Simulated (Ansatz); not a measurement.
Lu, DFT, PBE, all-electron LAPW, scalar-relativistic (Ansatz 0.2.0), run on 1 thread of AMD EPYC 9R14 (Zen 4) on a shared host.

The cell was built from the sc type and relaxed in the same program, and has space group Pm-3m; it needn't be a known or the stable phase.

Command: `ansatz run input.yaml --threads 1 --pin off --max-ram 2048MiB --backend cpu --events-out ev --progress --plain --runs-dir out`

```yaml
crystal:
  lattice:
    - [3.2028314127, 0.0, 0.0]
    - [0.0, 3.2028314127, 0.0]
    - [0.0, 0.0, 3.2028314127]
  atoms:
    - { symbol: Lu, position: [0.0, 0.0, 0.0] }
kpoints:
  mp_grid: { grid: [13, 13, 13] }
  band_path:
    path:
      - [0.0, 0.0, 0.0]
      - [0.0, 0.5, 0.0]
      - [0.5, 0.5, 0.0]
      - [0.0, 0.0, 0.0]
      - [0.5, 0.5, 0.5]
      - [0.0, 0.5, 0.0]
      - [0.5, 0.5, 0.5]
      - [0.5, 0.5, 0.0]
    npoints: 14
scf:
  occupations: { method: fermi_dirac, width: 0.03 }
hamiltonian:
  xc: pbe
  pseudopotentials: { kind: all_electron, lapw: { basis_error: 0.00025 } }
output:
  forces: true
  stress: true
  eigenvalues: true
  populations: true
  dos: { projected: true, de: 0.2, e_range: [-14, 8] }
```

How large is the problem that the program sets up?

84 irreducible k-points, 257 plane waves at Γ, 22 bands.

Estimate the wall time.

10 s of wall time for 7 SCF iterations. Times on shared machines scatter by tens of per cent.

And the same cell and mesh by PAW with the default files, asked for forces, stress, eigenvalues, efg, populations, bader, dos, write_density, write_potential, elf and the same band path, on the same hardware?

5.6 s.

And the same cell and mesh by crystal-made all-electron datasets, asked for forces, stress, eigenvalues, efg and the same band path, on the same hardware?

7.4 s.
